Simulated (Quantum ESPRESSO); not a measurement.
ZnSe (Stilleite): zone-centre phonons and dielectric response under several settings

```
Se Zn
1.0
     0.00000    2.83380    2.83380
     2.83380    0.00000    2.83380
     2.83380    2.83380    0.00000
Se Zn
1 1
Cartesian
  4.2507 4.2507 4.2507
  0.0000 0.0000 0.0000
```

All runs used Quantum ESPRESSO 7.5; k mesh 4 × 4 × 4, shifted; given cell, atoms relaxed; no spin polarisation; occupations smeared at first, fixed for the response.

| level | potentials | cutoff (eV) | pressure (GPa) | lowest optical mode without the field (cm⁻¹) | highest mode with the field (cm⁻¹) | ε∞ (mean) | Born charge of atom 1 (e) | sum of the Born charges (e) |
| --- | --- | --- | --- | --- | --- | --- | --- | --- |
| PBE | JTH 2.0 PBE | 735 | 2.2 | 208 | 247 | 7.35 | -2.09 | -0.01 |
| PBE | SG15 PBE 1.2 | 952 | ? | ? | ? | ? | ? | ? |
| PBE | SSSP 1.3 efficiency PBE | 748 | 2.1 | 207 | 246 | 7.35 | -2.08 | -0.02 |
| PBE | GBRV 1.5 PBE | 762 | 2.2 | 207 | 246 | 7.35 | -2.08 | -0.02 |
| PBE | Ansatz NC SR PBE | 1170 | 2.1 | 207 | 246 | 7.36 | -2.07 | -0.02 |

Q: What stands in the row left open?

A: Pressure 2.1 GPa; lowest optical mode without the field 208 cm⁻¹; highest mode with the field 247 cm⁻¹; ε∞ 7.43; Born charge of atom 1 -2.08 e; sum of the Born charges -0.03 e.

For the row left open. Caveat: the mesh is thin for the dielectric tensor, Born charges and intensities, which usually come out too large.

The runs don't all hold the same shells in valence.
